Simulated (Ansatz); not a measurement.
# CdSe: the cost of one run

Program: Ansatz 0.2.0. Level of theory: DFT PBEsol, scalar-relativistic, plane waves, PAW, and further levels as typed in the inputs. These are calculated values, not measurements.

## (1) Starting point

The structure is cubic, space group F-43m (No. 216). The conventional cell has a = 6.089 Å, b = 6.089 Å, c = 6.089 Å, α = 90.00°, β = 90.00°, γ = 90.00°. Cd (site symmetry -43m) is surrounded by 4 Se at 2.64 Å. Se (site symmetry -43m) has 4 Cd at 2.64 Å as nearest neighbours.

Coordinates:

```
CELL_PARAMETERS angstrom
4.30557 0.00000 0.00000
0.00000 4.30557 0.00000
0.00000 0.00000 6.08900
ATOMIC_POSITIONS crystal
Cd 0.00000 0.00000 0.00000
Se 0.50000 0.00000 0.25000
Cd 0.50000 0.50000 0.50000
Se 0.00000 0.50000 0.75000
```

## (2) Relaxing cell and atoms: CdSe, no spin

Input file input.yaml:

```yaml
crystal:
  lattice:
    - [4.3055731906, 0.0, 0.0]
    - [0.0, 4.3055731906, 0.0]
    - [0.0, 0.0, 6.089]
  atoms:
    - { symbol: Cd, position: [0.0, 0.0, 0.0] }
    - { symbol: Se, position: [0.5, 0.0, 0.25] }
    - { symbol: Cd, position: [0.5, 0.5, 0.5] }
    - { symbol: Se, position: [0.0, 0.5, 0.75] }
scf:
  occupations: { method: fixed }
  n_extra_bands: 4
output:
  forces: true
  stress: true
  write_density: true
  write_potential: true
  elf: true
  volumetric_format: npy
kpoints:
  mp_grid: { grid: [6, 6, 4] }
hamiltonian:
  xc: pbesol
relax:
  f_tol: 0.005
  max_steps: 120
  cell: { fix: [a, b, angles] }
```

The run is started by

```sh
> ansatz run input.yaml --threads 4 --pin off --max-ram 11264MiB --backend cpu --events-out ev --progress --plain --runs-dir out
```

What time and memory should one allow on 4 threads of Intel Xeon 6975P-C (Granite Rapids), shared host?

About 6 s, with a peak of 0.52 GiB.
